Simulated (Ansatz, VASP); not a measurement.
This is a calculation of LiF (Griceite) for VASP 6.6.1.

The input INCAR:

```
SYSTEM = LiF
PREC = Accurate
ENCUT = 520
EDIFF = 1E-7
ISMEAR = -1
SIGMA = 0.05
LREAL = .False.
LASPH = .True.
NELM = 60
ALGO = Normal
ISIF = 2
LWAVE = .False.
LCHARG = .False.
GGA = PE
NBANDS = 12
```

KPOINTS

```
regular mesh
0
Gamma
  11 11 11
  0 0 0
```

File POSCAR:

```
LiF
1.0
    0.0000000000      1.9728864230      1.9728864230
    1.9728864230      0.0000000000      1.9728864230
    1.9728864230      1.9728864230      0.0000000000
F Li
1 1
Direct
    0.5000000000      0.5000000000      0.5000000000
    0.0000000000      0.0000000000      0.0000000000
```

Potentials or basis: VASP PAW PBE potentials, release 64 (F, Li_sv).

Launch:

```sh
$ cat potpaw_PBE.64/F/POTCAR potpaw_PBE.64/Li_sv/POTCAR > POTCAR
$ mpirun -np 1 vasp_std > vasp.out
```

Task: Translate it to Ansatz 0.2.0. Potentials there: Ansatz PAW.

Result: As run (the cutoff follows the program's own potentials):

input.yaml

```yaml
crystal:
  lattice:
    - [0.0, 1.972886423, 1.972886423]
    - [1.972886423, 0.0, 1.972886423]
    - [1.972886423, 1.972886423, 0.0]
  atoms:
    - { symbol: F, position: [0.5, 0.5, 0.5] }
    - { symbol: Li, position: [0.0, 0.0, 0.0] }
hamiltonian:
  xc: pbe
  pseudopotentials: { kind: paw }
kpoints:
  mp_grid: { grid: [11, 11, 11] }
scf:
  occupations: { method: fermi_dirac, width: 0.05 }
output:
  forces: true
  stress: true
  eigenvalues: true
```

Potentials or basis: Ansatz PAW.

Run with:

```sh
$ ansatz run input.yaml --threads 1 --pin off --max-ram 3584MiB --backend cpu --events-out ev --progress --plain --runs-dir out
```

Both were run:

|  | VASP | Ansatz | Ansatz less VASP |
| --- | --- | --- | --- |
| gap on the k mesh at the Fermi level (eV) | 9.66 | 9.66 | -0.002 |
| least direct gap on the mesh (eV) | 9.66 | 9.66 | -0.002 |

Caveats: an odd mesh through Γ misses points on the zone boundary, where band edges often lie (VASP); odd divisions of the mesh miss points on the zone boundary, where band edges often lie, so the gap on the mesh can be too wide (Ansatz).
